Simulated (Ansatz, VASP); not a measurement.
## Pb: VASP beside Ansatz

```
Pb
1.0
     3.26342    0.00000    0.00000
     0.00000    3.26342    0.00000
     0.00000    0.00000    3.26342
Pb
1
Direct
  0.00000 0.00000 0.00000
```

Alike in both runs: task single point; functional PBEsol; k mesh 11 × 11 × 11; occupations fermi-dirac, width 0.1 eV; no spin polarisation.

|  | VASP | Ansatz |
| --- | --- | --- |
| version | VASP 6.6.1 | Ansatz 0.2.0 |
| potentials or method | VASP PAW PBE potentials, release 64 (Pb_d) | plane waves (420 eV) with PAW, scalar-relativistic |
| plane-wave cutoff (eV) | 520 | 420 |
| valence electrons in the cell | 14 | 14 |

|  | VASP | Ansatz | Ansatz less VASP |
| --- | --- | --- | --- |
| pressure (GPa) | -2.7 | -2.6 | +0.07 |

Ansatz warned: «pseudo_functional_mismatch».

Caveats: the PAW data sets were made with another functional, which shifts forces and pressure a little (VASP). Spin-orbit coupling is left out, which matters for the levels of Pb.
